**Question**

I am looking at computed bulk moduli for seven crystals, from soft semiconductors to diamond. A large bulk modulus means that much pressure is needed for a given relative change of volume.

GPAW 26.7.0, r4SCAN with plane waves and PAW data sets (gpaw-data 1.2.1) for seven crystals, without spin polarisation, spin–orbit coupling or dispersion correction; Fermi–Dirac smearing 0.05 eV. Volume, modulus and slope are fitted to energies at seven volumes, 94–106% of the given cell, at fixed shape; the shortest distance is that of the given cell.

| system | wave cutoff | space group | shortest distance (Å) | k-mesh | equilibrium volume (Å³/atom) | bulk modulus (GPa) | bulk modulus slope |
| --- | --- | --- | --- | --- | --- | --- | --- |
| CdSe (F-43m) | 600 eV | F-43m | 2.66 | 6x6x6 | 28.525 | 52.7 | 6.760 |
| PbS (Fm-3m) | 600 eV | Fm-3m | 2.97 | 6x6x6 | 26.398 | 58.6 | 4.430 |
| GaP (F-43m) | 600 eV | F-43m | 2.36 | 8x8x8 | 20.465 | 91.3 | 4.690 |
| BAs (F-43m) | 800 eV | F-43m | 2.07 | 8x8x8 | 13.710 | 142.8 | 4.820 |
| Cu (Fm-3m) | 600 eV | Fm-3m | 2.56 | 13x13x13 | 11.499 | 164.2 | 5.230 |
| GaN (F-43m) | 800 eV | F-43m | 1.95 | 10x10x10 | 11.669 | 221.4 | 4.120 |
| C (Fd-3m) | 800 eV | Fd-3m | 1.54 | 10x10x10 | 5.638 | 450.8 | 3.860 |

1. Why is diamond so much stiffer than CdSe?
2. PbS has the longest bond. Why is it not the softest?
3. Can I estimate a modulus by hand from the bond length?
4. Cu and GaN take up nearly the same volume per atom. Why is GaN stiffer?
5. If a bond gets 1% shorter, does it matter whether I changed the elements or squeezed the crystal?
6. Which digits can I trust, and is the slope of 6.76 for CdSe real?

**Answer**

**1. Diamond against CdSe**

Pressure is energy per volume, so a crystal is stiff when a large energy is packed into a small space. Squeezing any of these solids by 2% in volume costs only about 2 to 3 meV per atom. Per atom, then, diamond and CdSe are not very different. Diamond simply has many more atoms, and bonds, in each cubic ångström.

This can be made exact. Multiply the bulk modulus B by the equilibrium volume per atom V, and the product BV is an energy per atom that measures resistance to a relative change of volume. From CdSe to diamond B grows 8.6-fold. A factor of 5.1 comes from the smaller volume and only 1.7 from the larger BV. That second factor fits the usual picture of bonding, in which small atoms come close together and form stronger bonds.

**2. The long bond of PbS**

Bond length tells how crowded a crystal is only if the number of neighbours stays the same. In CdSe each atom has four neighbours and the structure is open. In PbS each atom has six, so longer bonds still leave less room per atom. Its volume per atom is 7% below that of CdSe, and its modulus is 11% higher.

For the structures in this table, volume is therefore a better guide than bond length. A power law fitted to the five four-neighbour crystals gives B falling roughly as V^(−1.3). PbS and Cu were not part of that fit, yet it overestimates them by 8% and 16%, no worse than its 16% miss for GaN inside the fit. Two outside cases do not make a general rule. Spin–orbit coupling is left out here; in PbS it acts mainly on the band gap, but its effect on the small lead over CdSe is untested.

**3. An estimate by hand**

It works for crystals with four neighbours, where a bond can be pictured as a tube of charge between two atoms. The energy held in the bond falls roughly as d^(−2.5), where d is the bond length. The tube has a nearly fixed width, so its volume grows as d. Energy per volume then falls as d^(−3.5), which is the core of Cohen's rule:

B ≈ (2000 − 220 λ) / d^3.5, with B in GPa and d in Å.

Here λ is 0 for diamond, 1 for a pair from groups III and V, and 2 for a pair from groups II and VI. It allows for the weaker covalent bonding in polar crystals. The constants are empirical and come from crystals of this kind rather than from this table. The first is rounded up here, which lifts every estimate a little; with the unrounded value GaP would miss by slightly more than 5%.

Take GaP. The table lists the distance in the starting cell; the bond at the equilibrium volume is 2.369 Å and λ = 1, so B ≈ 1780 / 2.369^3.5 ≈ 87 GPa. The table has 91.3 GPa, so the estimate is 5% low. CdSe, BAs and diamond also come out within 5%.

GaN does not: the rule falls 24% short. The deduction for polarity is not the main cause, for without it the rule would still give only 188 GPa, against 221 GPa in the table. GaN is also far more polar than BAs, which by the logic of the rule should make it softer, not stiffer. Perhaps the compact charge on nitrogen and the attraction between unlike ions add resistance, but these results cannot separate the two. Part of the gap may also lie in the calculation. The GaN run uses as many bands as those of BAs and diamond, so the Ga 3d shell appears to be frozen in the core, although in GaN it lies close in energy to the N 2s band. How much that changes the modulus is untested.

**4. GaN against Cu**

Here volume drops out of the comparison, and what remains is the kind of bonding. The volumes differ by less than 2%, yet GaN has a 35% higher modulus. Its energy scale BV is about 16 eV per atom, against 12 eV for Cu.

Standard bonding theory offers part of the reason. GaN has on average four valence electrons per atom, mostly in bonding states between neighbours. Cu has about one spread-out outer electron per atom, and its nearly full d shell adds comparatively little bonding. The same space thus holds more bonding energy in GaN. The electron count cannot be the whole story, though. GaP and BAs have as many valence electrons per atom as GaN, yet their BV is close to 12 eV, like that of Cu. In these runs GaN is stiff for its volume even among the four-neighbour crystals.

**5. New elements or more pressure**

It matters a great deal. Going from one four-neighbour crystal to another, a 1% shorter bond goes with a modulus about 4% higher. Squeezing one and the same crystal until its bonds are 1% shorter raises the modulus by roughly 12 to 18%, depending on the crystal.

The difference lies in the size of the atoms. A crystal of smaller atoms has short bonds because its atoms fit together that way. Under pressure the atoms keep their electron shells and are pushed into each other, and the repulsion between overlapping shells rises steeply. The bulk modulus slope, the rise of B per unit of pressure, measures this effect.

This sensitivity also matters for the settings. If another functional acted only like a small outward pull that made the bond 1% longer, the modulus would drop by about ten per cent or more. A functional also changes the curvature itself, so this is a guide to the size of the effect and not a prediction. Warming softens a crystal too, largely through thermal expansion, and the table describes a lattice at rest.

**6. Digits to trust**

Each run gives the modulus twice: from the curvature of the energies, as in the table, and from the computed pressures. The two differ by at most 2.4%, the largest gap being that of GaN, with 221 against 216 GPa. Two figures of the modulus are therefore sound as a reading of these runs, except for GaN: its energies and pressures both show a kink toward the larger volumes, and its second figure depends on which points are fitted. The volumes agree to about 0.2%, the pressures putting them slightly lower in every row. Both routes share the same functional, cutoff and k-mesh, so their agreement does not prove that those choices are good enough. For Cu, for instance, the computed modulus lies clearly above the measured one.

The slope of 6.76 for CdSe is not real. The pressures of the same run give about 4.5, an ordinary value. CdSe is soft, so a 2% change of volume costs only 1.9 meV per atom, and a small error in one energy weighs heavily. The fault sits in a single point: the energy at the largest volume lies below the smooth curve through the other six, and without it the fit gives a slope close to that from the pressures. A stray end point hardly moves the minimum but distorts the slope, which depends on how the curvature itself changes. The energies of GaN miss their fit by even more, 0.2 meV against 0.1 meV; its slope happens to agree with the pressures but shifts strongly when single points are left out.

BAs shows a milder case, with 4.8 from the energies and 4.0 from the pressures. Read the slopes as "about 4 to 5" and rank crystals only where both routes show a wide gap, as between Cu, above 5, and diamond, below 4. The output below compares both routes for each crystal, along with the two simple models.

Output of the analysis:

```
fit of log(bulk_modulus) on 5 rows (tet == 1): constant 8.484 +/- 0.27, coefficient of log(equilibrium_volume) -1.326 +/- 0.1; rms 0.096, worst GaN (F-43m) -0.174, leave-one-out rms 0.189
  rows outside the fit (model, value, miss): PbS (Fm-3m) 4.144, 4.071, 0.0729; Cu (Fm-3m) 5.246, 5.101, 0.144
Models against computed modulus:
           row  bond at equilibrium (Å)  BV (eV/atom)  volume law (GPa)  its miss (%)  Cohen rule (GPa)  its miss (%)
  CdSe (F-43m)                    2.646         9.383             56.88         7.928             51.76        -1.781
   PbS (Fm-3m)                    2.978         9.655             63.03         7.565             43.91        -25.07
   GaP (F-43m)                    2.369         11.66             88.34        -3.241             87.01        -4.703
   BAs (F-43m)                    2.073         12.22             150.3         5.225             138.8        -2.772
    Cu (Fm-3m)                    2.534         11.78             189.7         15.54             77.27        -52.94
   GaN (F-43m)                    1.964         16.13             186.1        -15.96             167.6        -24.31
     C (Fd-3m)                    1.541         15.86             488.1         8.284             439.9        -2.417
Same quantities from the pressures:
           row  modulus (GPa)  against energy fit (%)  slope  volume against fit (%)  cost of 2% volume change (meV/atom)  fit residual (meV/atom)
  CdSe (F-43m)          53.02                   0.611  4.529               -0.001134                                1.877                  0.09726
   PbS (Fm-3m)          59.48                    1.51  4.238                  -0.144                                1.931                  0.04313
   GaP (F-43m)          91.37                 0.07931  4.601                -0.01853                                2.332                 0.001597
   BAs (F-43m)          144.9                   1.463  4.026                 -0.1038                                2.444                  0.02829
    Cu (Fm-3m)          164.9                  0.4511  5.351                 -0.1792                                2.357                 0.005648
   GaN (F-43m)          216.2                  -2.337  4.323                 -0.1516                                3.225                   0.2006
     C (Fd-3m)          452.6                  0.3885  3.615                 -0.2001                                3.173                  0.02093
Modulus of diamond over CdSe: 8.554
Volume per atom of CdSe over diamond: 5.059
BV of diamond over CdSe: 1.691
Electron-gas power law for diamond over CdSe: 14.91
Modulus of GaN over Cu: 1.348
PbS modulus above CdSe in %: 11.2
PbS volume per atom below CdSe in %: 7.457
GaN modulus from pressures above volume law in %: 16.21
Bond 1% shorter by change of crystal, modulus rise in %: 4.079
Bond 1% shorter by squeezing, smallest modulus rise in %: 11.52
Bond 1% shorter by squeezing, largest modulus rise in %: 17.51
```
